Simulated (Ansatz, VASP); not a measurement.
## Two plane-wave programs on HgTe

File INCAR:

```
SYSTEM = HgTe
PREC = Accurate ; ENCUT = 520
EDIFF = 1E-6 ; ISMEAR = 0
SIGMA = 0.1 ; LREAL = .False.
LASPH = .True. ; NELM = 100
ALGO = Normal ; ISIF = 2
LWAVE = .False. ; LCHARG = .False.
GGA = PS ; NBANDS = 16
```

KPOINTS

```
Automatic mesh
0
Gamma
  12 12 12
  0 0 0
```

The input POSCAR:

```
HgTe
1.0
    0.0000000000      3.0170209050      3.0170209050
    3.0170209050      0.0000000000      3.0170209050
    3.0170209050      3.0170209050      0.0000000000
Hg Te
1 1
Direct
    0.0000000000      0.0000000000      0.0000000000
    0.5000000000      0.5000000000      0.5000000000
```

Input for Ansatz:

```yaml
crystal:
  lattice:
    - [0.0, 3.017020905, 3.017020905]
    - [3.017020905, 0.0, 3.017020905]
    - [3.017020905, 3.017020905, 0.0]
  atoms:
    - { symbol: Hg, position: [0.0, 0.0, 0.0] }
    - { symbol: Te, position: [0.5, 0.5, 0.5] }
basis:
  ecutwfc: 420
kpoints:
  mp_grid: { grid: [12, 12, 12] }
hamiltonian:
  xc: pbesol
scf:
  occupations: { method: gaussian, width: 0.1 }
output:
  forces: true
  stress: true
  eigenvalues: true
```

Alike in both runs: task single point; functional PBEsol; k mesh 12 × 12 × 12; occupations gaussian, width 0.1 eV; no spin polarisation.

```csv
,VASP,Ansatz
version,VASP 6.6.1,Ansatz 0.2.0
potentials or method,"VASP PAW PBE potentials, release 64 (Hg, Te)","scalar-relativistic, plane waves, PAW"
plane-wave cutoff (eV),520,420
valence electrons in the cell,18,36
```

```tsv
	VASP	Ansatz	Ansatz less VASP
gap on the k mesh at the Fermi level (eV)	none	none	-
pressure (GPa)	-0.6	-0.8	-0.19
```

A gap of «none» marks a metal or a gap that the smearing closes. The two sets of potentials don't hold the same shells in valence.

Caveats: the PAW data sets were made with another functional, which shifts forces and pressure a little (VASP). The runs have no spin-orbit coupling, so splittings on Hg, Te are missing.
